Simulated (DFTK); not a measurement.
Crystal: HfC.

```
Hf C
1.0
     0.00000    2.32500    2.32500
     2.32500    0.00000    2.32500
     2.32500    2.32500    0.00000
Hf C
1 1
Direct
  0.50000 0.50000 0.50000
  0.00000 0.00000 0.00000
```

Program: DFTK 0.8.2. Alike in all runs: task single point; no spin polarisation; cell as given; cutoff (eV) 1116; smearing fermi-dirac 0.05 eV.

Order these runs on this cell by their pressure, lowest first.
A. level LDA+U; potentials or basis dojo.nc.sr.lda.v0_4_1.standard.upf (LDA); U Hf d U = 3 eV; k mesh 5 × 5 × 5; start of the occupations half filled (the program's default); symmetries used no; mesh quality coarse
B. level LDA+U; potentials or basis dojo.nc.sr.lda.v0_4_1.standard.upf (LDA); U Hf d U = 0 eV; k mesh 5 × 5 × 5; start of the occupations half filled (the program's default); symmetries used no; mesh quality coarse
C. level LDA+U; potentials or basis dojo.nc.sr.lda.v0_4_1.standard.upf (LDA); U Hf d U = 8 eV; k mesh 5 × 5 × 5; start of the occupations half filled (the program's default); symmetries used no; mesh quality coarse
D. level PBEsol; potentials or basis dojo.nc.sr.pbesol.v0_4_1.standard.upf (PBEsol); k mesh 10 × 10 × 10; mesh quality not flagged

B (-13.2 GPa), A (-8.3 GPa), D (-6.2 GPa), C (1.8 GPa).

Caveats: some runs use coarse meshes; the Hubbard orbitals reach further out than in other programs, which can move energies by up to some tens of meV an atom (some runs); U without spin polarisation on a metal has little footing (some runs); the U is typed as a test and isn't derived for this compound (some runs).
